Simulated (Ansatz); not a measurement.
**Stack of honeycomb BAs under Hf2CO2 MXene, shifted by a third of the diagonal in a perpendicular field**

Aim: how the stack of honeycomb BAs under Hf2CO2 MXene, shifted by a third of the diagonal screens a field along its normal, and what the field does to its bands. A positive field points along +c.

Method: plane-wave DFT, PBE-D3(BJ), Ansatz PAW, in Ansatz 0.2.0.

## Step 1: Starting point

The cell holds 7 atoms: 1 As, 1 B, 2 O, 2 Hf and 1 C. Cell: a = 3.340 Å, b = 3.339 Å, c = 46.803 Å, α = 90.0°, β = 90.0°, γ = 120.0°. Regions: layer 1: honeycomb BAs, 2 atoms (1 As and 1 B); layer 2: Hf2CO2 MXene, 5 atoms (2 O, 2 Hf and 1 C). Vacuum lies along c.

## Step 2: Relaxing the slab

The starting cell is a guess, so the in-plane lattice and the atoms are relaxed first, with the slab cut off from its images along the normal.

input.yaml reads:

```yaml
crystal:
  lattice:
    - [3.3395, 0.0, 0.0]
    - [-1.66975, 2.8920918359, 0.0]
    - [0.0, 0.0, 46.8029467937]
  atoms:
    - { symbol: As, position: [0.6666666667, 0.3333333333, 0.4155721238] }
    - { symbol: B, position: [0.3333333333, 0.6666666667, 0.4155721238] }
    - { symbol: O, position: [0.6666666667, 0.3333333333, 0.4786023431] }
    - { symbol: Hf, position: [0.0, 0.0, 0.5037871168] }
    - { symbol: C, position: [0.3333333333, 0.6666666667, 0.5315151097] }
    - { symbol: Hf, position: [0.6666666667, 0.3333333333, 0.5592431025] }
    - { symbol: O, position: [0.0, 0.0, 0.5844278762] }
  periodic: [true, true, false]
kpoints:
  mp_grid: { grid: [12, 12, 1] }
hamiltonian:
  xc: pbe
  dispersion: d3bj
scf:
  occupations: { method: fermi_dirac, width: 0.05 }
  convergence: { dr2_threshold: 1.0e-09 }
relax:
  f_tol: 0.004
  max_steps: 90
  cell: {}
output:
  write_potential: true
  write_density: true
  volumetric_format: npy
```

The run is started by

```
$ ansatz run input.yaml --threads 2 --pin off --max-ram 4096MiB --backend cpu --events-out ev --progress --plain --runs-dir out
```

Numbers of over 12 decimals in the logs are rounded to 6 here.

The log of the run:

```text
Warning: relax.cell: scf.convergence.dr2_threshold = 1e-9 eV is looser than the 2.18398171493e-10 eV advised for a relaxation that steers and ends on the stress (1e-10 eV for each atom of the cell: 7, times the square of relax.cell.stress_2d_tol = 0.05 N/m over 17.9 Å (the atoms' height at the walk's start and 5 Å past either face), 2.793e-2 GPa, over a crystal's default 0.05). What an SCF threshold leaves in a stress goes as its square root, and in the free energy as the threshold itself, and one threshold admits the most on a small cell: [figures from the program's tests cut] Set scf.convergence.dr2_threshold to 2.18398171493e-10 eV or tighter. [rest of the remark cut]
Engine: ansatz 0.2.0, x86_64-unknown-linux-gnu
Pseudopotentials: kind: paw
Pseudopotential: As, paw, valence charge 15, recommended cutoff 420 eV (normal), As.paw.azcp
Pseudopotential: B, paw, valence charge 3, recommended cutoff 420 eV (normal), B.paw.azcp
Pseudopotential: O, paw, valence charge 6, recommended cutoff 420 eV (normal), O.paw.azcp
Pseudopotential: Hf, paw, valence charge 26, recommended cutoff 420 eV (normal), Hf.paw.azcp
Pseudopotential: C, paw, valence charge 4, recommended cutoff 420 eV (normal), C.paw.azcp
Functional definition: PBE
  parameter kappa = 0.804
  parameter beta = 0.066725
  exchange = pbe_x(kappa = kappa, mu = beta*pi^2/3)
  correlation = pbe_c(beta = beta)
Crystal: 7 atoms, lattice volume = 452.029 Å³
Basis set: ecut = 420 eV, 8953 PW (Γ), exchange–correlation on 48×48×640 points (8 copies of the dense FFT grid, shifted against one another)
Bands: 52, of which v1, the nominal top of the filled ones, is band 43 counted from 1 (42 counted from 0)
Symmetry: 6 space group operations
Space group: P3m1 (ITA 156), of the structure as read, at distance tolerance 7.7e-5 Å
k-points: 19 of 144 (time reversal used)
Non-local potential: As, projectors of the file, l = 0: 2, l = 1: 2, l = 2: 3, l = 3: 1
Non-local potential: B, projectors of the file, l = 0: 2, l = 1: 2, l = 2: 1
Non-local potential: O, projectors of the file, l = 0: 2, l = 1: 2, l = 2: 1
Non-local potential: Hf, projectors of the file, l = 0: 3, l = 1: 2, l = 2: 2, l = 3: 3
Non-local potential: C, projectors of the file, l = 0: 2, l = 1: 2, l = 2: 1
PAW form: soft (Blöchl's): semilocal exchange-correlation on the pseudo side does not see the compensation charge
PAW one-centre angular grid: As, 590 points (default); XC on 64 Gauss nodes
PAW one-centre angular grid: B, 110 points (default); XC on 64 Gauss nodes
PAW one-centre angular grid: O, 110 points (default); XC on 64 Gauss nodes
PAW one-centre angular grid: Hf, 590 points (default); XC on 64 Gauss nodes
PAW one-centre angular grid: C, 110 points (default); XC on 64 Gauss nodes
Initial density: superposition of atomic densities (neutral atoms: chi_scale 0, normalization atom), corrected by the library's trained network
Initial wavefunctions: pseudopotential atomic-orbital guess
Functional: x = pbe(κ = 0.804, μ = 0.219515), c = pbe(β = 0.066725)
SCF iter   1: F=—  HF=-37846.581191 eV  |F-HF|=—  |Δ(HF+E_count)|=         —  Δρ=3.14e-3  dr2=5.27e-1  ethr=1.77e-3  ⟨swp⟩=12.0  Hψ=6029  notcnv=0  defer=19
preconditioner: auto → LDOS  [insulator: Δε(μ)=0.576 eV  Ē_g=12.624 eV  σ=0.050 eV  W_gap=0.53  n_scr=30 (ndim 8)  ℏωp=13.5 eV  f_vac=0.761  D(μ)=0.39/eV (n_scr^D=4)  ε∞_Penn≈2.1  β→1.0]
SCF iter   2: F=—  HF=-37846.605935 eV  |F-HF|=—  |Δ(HF+E_count)|=   2.47e-2  Δρ=5.73e-3  dr2=1.07e0  ethr=6.13e-4  ⟨swp⟩=4.5  Hψ=1944  notcnv=0  defer=48
SCF iter   3: F=—  HF=-37846.536126 eV  |F-HF|=—  |Δ(HF+E_count)|=   6.98e-2  Δρ=2.15e-3  dr2=4.96e-2  ethr=6.13e-4  ⟨swp⟩=3.2  Hψ=1440  notcnv=0  defer=46
SCF iter   4: F=—  HF=-37846.533328 eV  |F-HF|=—  |Δ(HF+E_count)|=   2.80e-3  Δρ=1.50e-3  dr2=4.17e-2  ethr=5.77e-5  ⟨swp⟩=3.4  Hψ=2037  notcnv=0  defer=45
SCF iter   5: F=—  HF=-37846.530227 eV  |F-HF|=—  |Δ(HF+E_count)|=   3.10e-3  Δρ=4.57e-4  dr2=2.09e-2  ethr=4.85e-5  ⟨swp⟩=2.3  Hψ=1327  notcnv=0  defer=45
SCF iter   6: F=—  HF=-37846.529573 eV  |F-HF|=—  |Δ(HF+E_count)|=   6.55e-4  Δρ=1.98e-4  dr2=5.88e-3  ethr=2.43e-5  ⟨swp⟩=1.6  Hψ=1055  notcnv=0  defer=45
SCF iter   7: F=—  HF=-37846.529465 eV  |F-HF|=—  |Δ(HF+E_count)|=   1.08e-4  Δρ=1.27e-4  dr2=5.75e-4  ethr=6.84e-6  ⟨swp⟩=2.4  Hψ=1252  notcnv=0  defer=45
SCF iter   8: F=—  HF=-37846.529437 eV  |F-HF|=—  |Δ(HF+E_count)|=   2.76e-5  Δρ=6.59e-5  dr2=2.12e-4  ethr=6.68e-7  ⟨swp⟩=2.5  Hψ=1429  notcnv=0  defer=45
SCF iter   9: F=—  HF=-37846.529429 eV  |F-HF|=—  |Δ(HF+E_count)|=   8.15e-6  Δρ=2.58e-5  dr2=2.06e-5  ethr=2.47e-7  ⟨swp⟩=2.5  Hψ=1423  notcnv=0  defer=45
SCF iter  10: F=—  HF=-37846.529434 eV  |F-HF|=—  |Δ(HF+E_count)|=   4.96e-6  Δρ=5.46e-6  dr2=1.79e-7  ethr=2.39e-8  ⟨swp⟩=3.2  Hψ=1812  notcnv=0  defer=45
SCF iter  11: F=—  HF=-37846.529333 eV  |F-HF|=—  |Δ(HF+E_count)|=   1.01e-4  Δρ=3.78e-6  dr2=1.40e-7  ethr=2.08e-10  ⟨swp⟩=3.8  Hψ=2425  notcnv=0  defer=45
SCF iter  12: F=—  HF=-37846.529333 eV  |F-HF|=—  |Δ(HF+E_count)|=   3.68e-8  Δρ=6.37e-7  dr2=1.36e-9  ethr=1.62e-10  ⟨swp⟩=2.9  Hψ=2006  notcnv=0  defer=45
SCF iter  13: F=—  HF=-37846.529333 eV  |F-HF|=—  |Δ(HF+E_count)|=   2.01e-8  Δρ=6.57e-7  dr2=5.48e-9  ethr=1.16e-12  ⟨swp⟩=13.6  Hψ=9618  notcnv=0
SCF iter  14: F=-37846.529333 eV  HF=-37846.529333 eV  |F-HF|=8.29e-10  |Δ(HF+E_count)|=   7.05e-9  Δρ=8.45e-8  dr2=3.47e-11  ethr=1.16e-12  ⟨swp⟩=10.6  Hψ=8641  notcnv=0
SCF 1 converged in 14 iterations: F = -37846.529333 eV  dr2 = 3.47e-11
  greatest PAW one-centre occupation: 0.999 electrons in one spin orbital (limit 2), on the As atom at site 0 (counted from 0), in its partial waves of l = 2
relax step   1: F+E_penalty+E_count = -37846.52933313 eV  Δ(F+E_penalty+E_count) = +0.000e0 eV  max|allowed force component| = 4.264e0 eV/Å  Δτ_max = 0.0000 Å  P = -11.761 N/m  Ω = 452.029 Å³  fix = [c, alpha, beta]  reactions: c +0.000 N/m  (14 SCF iters, accepted)
Crystal: 7 atoms, lattice volume = 444.112 Å³
Basis set: ecut = 420 eV, 8833 PW (Γ), exchange–correlation on 48×48×640 points (8 copies of the dense FFT grid, shifted against one another)
Initial density: handed on by an earlier stage of this run
Initial wavefunctions: those handed on with the density
iter 1 solved again at ethr=1.68e-3 eV; its pass at ethr=3.10e-3 eV (dr2=1.44e0 eV) is discarded
SCF iter   1: F=—  HF=-37847.651591 eV  |F-HF|=—  |Δ(HF+E_count)|=         —  Δρ=1.32e-2  dr2=1.45e0  ethr=1.68e-3  ⟨swp⟩=2.3  Hψ=6325  notcnv=0
[...]
[... from here on, the SCF cycles and remarks between the steps are left out ...]
relax step   4: F+E_penalty+E_count = -37847.53578352 eV  Δ(F+E_penalty+E_count) = -2.787e-2 eV  max|allowed force component| = 2.046e-1 eV/Å  Δτ_max = 0.0609 Å  P = -1.544 N/m  Ω = 442.373 Å³  energy of the carried Pulay correction = +4.841e-3 eV  fix = [c, alpha, beta]  reactions: c -0.000 N/m  (11 SCF iters, accepted)
relax step   5: F+E_penalty+E_count = -37847.54088631 eV  Δ(F+E_penalty+E_count) = -5.103e-3 eV  max|allowed force component| = 2.607e-2 eV/Å  Δτ_max = 0.0192 Å  P = -0.259 N/m  Ω = 441.196 Å³  energy of the carried Pulay correction = +5.438e-3 eV  fix = [c, alpha, beta]  reactions: c -0.000 N/m  (10 SCF iters, accepted)
relax step   6: F+E_penalty+E_count = -37847.54103020 eV  Δ(F+E_penalty+E_count) = -1.439e-4 eV  max|allowed force component| = 1.037e-2 eV/Å  Δτ_max = 0.0016 Å  P = -0.134 N/m  Ω = 441.065 Å³  energy of the carried Pulay correction = +5.505e-3 eV  fix = [c, alpha, beta]  reactions: c -0.000 N/m  (8 SCF iters, accepted)
relax step   7: F+E_penalty+E_count = -37847.54113693 eV  Δ(F+E_penalty+E_count) = -1.067e-4 eV  max|allowed force component| = 5.165e-3 eV/Å  Δτ_max = 0.0039 Å  P = -0.053 N/m  Ω = 440.944 Å³  energy of the carried Pulay correction = +5.566e-3 eV  fix = [c, alpha, beta]  reactions: c -0.000 N/m  (8 SCF iters, accepted)
relax step   8: F+E_penalty+E_count = -37847.54119924 eV  Δ(F+E_penalty+E_count) = -6.231e-5 eV  max|allowed force component| = 8.359e-4 eV/Å  Δτ_max = 0.0065 Å  P = -0.000 N/m  Ω = 440.863 Å³  energy of the carried Pulay correction = +5.607e-3 eV  fix = [c, alpha, beta]  reactions: c -0.000 N/m  (8 SCF iters, accepted)
relax step   9: F+E_penalty+E_count = -37847.53623839 eV  Δ(F+E_penalty+E_count) = +4.961e-3 eV  max|allowed force component| = 1.527e-3 eV/Å  Δτ_max = 0.0000 Å  P = -0.091 N/m  Ω = 440.863 Å³  fix = [c, alpha, beta]  reactions: c -0.000 N/m  stress off target by 9.13e-2 N/m on what of the cell is left free  SCF on the basis re-selected at this cell (its energy is not comparable with the rows above)  (8 SCF iters)
relax step  10: F+E_penalty+E_count = -37847.53632220 eV  Δ(F+E_penalty+E_count) = -8.381e-5 eV  max|allowed force component| = 4.783e-4 eV/Å  Δτ_max = 0.0008 Å  P = -0.003 N/m  Ω = 440.721 Å³  energy of the carried Pulay correction = +7.455e-5 eV  fix = [c, alpha, beta]  reactions: c -0.000 N/m  (7 SCF iters, accepted)
iter 1 solved again at ethr=1.36e-7 eV; its pass at ethr=3.10e-3 eV (dr2=1.17e-4 eV) is discarded
SCF iter   1: F=—  HF=-37847.536354 eV  |F-HF|=—  |Δ(HF+E_count)|=         —  Δρ=1.68e-6  dr2=7.19e-9  ethr=1.36e-7  ⟨swp⟩=6.5  Hψ=11089  notcnv=0
eigensolver tolerance schedule: the retry pair's looser diagonalisation over-reported the residual by 16226.43 of it (diagonalisation noise at 2.45 of the residual, at the tolerance the schedule requests for it); recorded, not acted on — ethr = c·dr2/N_el stays at c = 1.0e-1
SCF iter   2: F=—  HF=-37847.536247 eV  |F-HF|=—  |Δ(HF+E_count)|=   1.07e-4  Δρ=1.09e-6  dr2=4.74e-9  ethr=8.36e-12  ⟨swp⟩=7.1  Hψ=4718  notcnv=0
SCF iter   3: F=-37847.536247 eV  HF=-37847.536247 eV  |F-HF|=4.07e-10  |Δ(HF+E_count)|=  5.68e-10  Δρ=5.61e-7  dr2=8.41e-10  ethr=1.16e-12  ⟨swp⟩=19.1  Hψ=10782  notcnv=0
SCF 11 converged in 3 iterations: F = -37847.536247 eV  dr2 = 8.41e-10
relax step  11: F+E_penalty+E_count = -37847.53624682 eV  Δ(F+E_penalty+E_count) = +7.538e-5 eV  max|allowed force component| = 4.545e-4 eV/Å  Δτ_max = 0.0000 Å  P = -0.004 N/m  Ω = 440.721 Å³  fix = [c, alpha, beta]  reactions: c -0.000 N/m  stress off target by 4.36e-3 N/m on what of the cell is left free  SCF on the basis re-selected at this cell (its energy is not comparable with the rows above)  (3 SCF iters)
basis re-selected at this cell: Δ(F+E_penalty+E_count) = +7.538e-5 eV, ΔP = -0.001 N/m vs the last step (what re-selecting the basis moved, of the pressure what is left beyond the Pulay correction that the steps carried, after the strain that the cell walked since its last selection, with what the two solves' SCF thresholds leave and, on support functions, any second-order correction that the steps lacked; it is no m [...]
WARN: The output density's exchange-correlation potential varies sharply where the density is thin. Do not read a vacuum level from v_tot or v_xc, or from such a field of the output density. On a cell that repeats whose density bears no net charge and no dipole along the vacuum's axis use v_es (v_loc + v_h of the components); under efield.dipole_correction with no amplitude use v_es + v_field, which holds any externa [...]
SCF converged after 3 iterations
Free energy (F): -37847.536247 eV
Harris-Foulkes:  -37847.536247 eV  (|F-HF|=4.07e-10)
Internal energy: -37847.535876 eV  (E = F + TS)
E sigma→0 (E₀):  -37847.536061 eV
Entropy (-TS):   -0.000371 eV (-0.053 meV/atom)
Fermi energy:    -4.525052 eV
--- Per-component energies (eV) ---
  E_band       = -1953.218975
  E_kinetic    = 1432.187166
  E_local      = -627288.021288  (includes V_loc(G=0)·N_el)
  E_nonlocal   = -3021.887966
  E_hartree    = 312411.402983
  E_xc         = -906.344737
  E_vxc        = -896.726762  (∫ρ·V_xc dr)
  E_paw        = -16184.399336  (= ΣΔE_a)
  E_vpaw       = 2998.422058  (= ΣTr[D̂ρ^β])
  E_aug_tail   = 0.004881  (compensation charges beyond the density's cutoff)
  E_ewald      = 295710.921156
  E_disp       = -1.398735  (pairwise vdW)
  E_smearing   = -0.000371  (= −TS)
  E_closure    = 0.000000  (closes the sum)
  Σ components = -37847.536247   (vs F -37847.536247, Δ=0.00e0)
--- Forces (eV/Å), atoms counted from 1 ---
  atom   1  As     0.00000000     0.00000000     0.00019319
  atom   2  B      0.00000000     0.00000000     0.00000553
  atom   3  O      0.00000000    -0.00000000    -0.00014115
  atom   4  Hf     0.00000000    -0.00000000     0.00044793
  atom   5  C     -0.00000000    -0.00000000    -0.00045401
  atom   6  Hf     0.00000000     0.00000000    -0.00013160
  atom   7  O      0.00000000     0.00000000     0.00008364
  max |Σ_I F_I| component: 3.55e-6 eV/Å
--- 2D stress c σ (N/m, compression-positive) ---
       -0.004364       0.000000       0.000000
        0.000000      -0.004364       0.000000
        0.000000       0.000000      -0.000000
  P = ½ c Tr σ = -0.0044 N/m
--- Band table (eV; the first three rows and the last of 19) ---
  k-point 0: bands = [... 39 lower, -6.2304, -6.2304, -5.3619, -5.3619, -3.1523, -3.1523, -2.7502, -1.4469, ... 5 higher]
  k-point 1: bands = [... 39 lower, -6.4977, -6.4613, -5.9415, -5.6168, -3.1863, -2.8322, -2.6252, -1.4256, ... 5 higher]
  k-point 2: bands = [... 39 lower, -7.0146, -6.9928, -6.2901, -6.0693, -3.5343, -2.2495, -2.2229, -1.3966, ... 5 higher]
  k-point 18: bands = [... 39 lower, -7.7474, -7.7213, -7.6905, -4.7092, -4.0858, -2.8015, -1.9382, -1.8674, ... 5 higher]
  the weakly bound empty levels are not read free of the cell's end (no_gap_told)
--- Relaxed structure (9 steps of the walk, 9 accepted, 2 SCFs on fresh bases) ---
  F+E_penalty+E_count = -37847.53624682 eV   max|allowed force component| = 4.545e-4 eV/Å   (the final SCF, on the basis selected at the relaxed cell)
  cell:  # Å, volume = 440.7213 Å³
    - [3.297464, 0, 0]
    - [-1.648732, 2.855688, 0]
    - [0, 0, 46.8029467937]
  atoms:
    - { symbol: As, position: [0.666667, 0.333333, 0.411618] }
    - { symbol: B, position: [0.333333, 0.666667, 0.411735] }
    - { symbol: O, position: [0.666667, 0.333333, 0.484187] }
    - { symbol: Hf, position: [-1.850371707762459e-17, -3.7007434153633325e-17, 0.503784] }
    - { symbol: C, position: [0.333333, 0.666667, 0.533051] }
    - { symbol: Hf, position: [0.666667, 0.333333, 0.562339] }
    - { symbol: O, position: [-1.8503717077624478e-17, -3.700743415363342e-17, 0.582005] }
```

Elapsed: 9.9 min, on 2 threads of Intel Xeon at 2.50GHz (Skylake/Cascade Lake), shared host; peak memory 0.92 GiB; 19 min of CPU time.

Step by step:

| step | energy less that of the first step (eV) | largest force component (eV/Å) | volume (Å³) |
| --- | --- | --- | --- |
| 1 | 0.0000 | 4.2640 | 452.03 |
| 2 | -0.6886 | 3.4193 | 444.11 |
| 3 | -0.9786 | 0.4209 | 447.65 |
| 4 | -1.0065 | 0.2046 | 442.37 |
| 5 | -1.0116 | 0.0261 | 441.20 |
| 6 | -1.0117 | 0.0104 | 441.06 |
| 7 | -1.0118 | 0.0052 | 440.94 |
| 8 | -1.0119 | 0.0008 | 440.86 |
| 9* | -1.0069 | 0.0015 | 440.86 |
| 10 | -1.0070 | 0.0005 | 440.72 |
| 11* | -1.0069 | 0.0005 | 440.72 |

Relaxation steps marked * repeat the geometry before them on a plane-wave basis chosen anew for their cell, so energy and pressure can jump there.

Forces are held to the 6 operations that the run works with; a distortion that breaks them can't arise in this run.

| cell as run | before | after | change |
| --- | --- | --- | --- |
| a (Å) | 3.340 | 3.297 | -1.3 % |
| b (Å) | 3.339 | 3.297 | -1.3 % |

The atoms that moved most (Å, along periodic axes as changes of fractional coordinates times the final cell, across vacuum about the mean position):

| atom | dx | dy | dz | length |
| --- | --- | --- | --- | --- |
| O3 | 0.000 | 0.000 | 0.261 | 0.261 |
| As1 | 0.000 | 0.000 | -0.185 | 0.185 |
| B2 | 0.000 | 0.000 | -0.180 | 0.180 |
| Hf6 | 0.000 | 0.000 | 0.145 | 0.145 |
| O7 | 0.000 | 0.000 | -0.113 | 0.113 |
| C5 | 0.000 | 0.000 | 0.072 | 0.072 |

This step gave:

```
energy at zero smearing : -37847.5361 eV
```

The lattice constant a goes from 3.340 to 3.297 Å.

(Part 1 of 2 ends here.)

[Logs are printed without paths, hosts, clocks, repeated set-up lines and the standing remarks that a program may print on its own settings, such as how far it seeks lower states.]

[Hosts, paths, dates, database ids (printed as entryN), source tags and the programs' standing remarks are cut or masked in the printed files.]

[Maps of the electrostatic potential energy from Ansatz leave out the sawtooth potential of an applied field or a dipole correction, so their vacuum need not be flat; planar profiles and work functions include it.]
